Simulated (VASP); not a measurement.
A run of VASP 6.6.1 is set up as follows.

File INCAR:

```
PREC     = Accurate       # precision mode
ENCUT    = 600            # plane-wave cutoff, eV
EDIFF    = 1E-6           # SCF threshold, eV
ISMEAR   = -1             # smearing method
SIGMA    = 0.05           # smearing width, eV
LREAL    = False          # projectors in reciprocal space
LASPH    = True           # aspherical terms in the spheres
NELM     = 80             # most SCF steps
ALGO     = Normal         # electronic algorithm
ISIF     = 3              # what is computed and relaxed
LWAVE    = False          # write WAVECAR
LCHARG   = False          # write CHGCAR
GGA      = RP             # functional
IVDW     = 12             # dispersion correction
IBRION   = 2              # ionic algorithm
NSW      = 40             # ionic steps
EDIFFG   = -0.005         # ionic threshold
```

KPOINTS

```
Automatic mesh
0
Gamma
  9 9 5
```

The input POSCAR:

```
TaS2
1.0
    3.3500000000      0.0000000000      0.0000000000
   -1.6750000000      2.9011851027      0.0000000000
    0.0000000000      0.0000000000      5.8600000000
Ta S
1 2
Direct
    0.0000000000      0.0000000000      0.0000000000
    0.6666666667      0.3333333333      0.7500000000
    0.3333333333      0.6666666667      0.2500000000
```

Potentials or basis: VASP PAW PBE potentials, release 64 (Ta_pv, S).

The run is started by

```bash
$ cat potpaw_PBE.64/Ta_pv/POTCAR potpaw_PBE.64/S/POTCAR > POTCAR
$ mpirun -np 1 vasp_std > vasp.out
```

What does it give for the relaxed cell?

a = 3.123 Å, b = 3.123 Å, c = 5.290 Å, α = 90.00°, β = 90.00°, γ = 120.00°.

Predict the dispersion energy per atom.

-2.615 eV.

Predict the band gap on the k mesh.

none (metal or under the smearing width).

Final structure:
```xyz
3
Lattice="3.1234 0.0000 0.0000 -1.5617 2.7049 0.0000 0.0000 0.0000 5.2897" Properties=species:S:1:pos:R:3 pbc="T T T"
Ta    0.0000    0.0000    0.0000
S     1.5617    0.9016    3.6941
S     0.0000    1.8033    1.5956
```

 The run has no spin-orbit coupling, so splittings on Ta are missing.
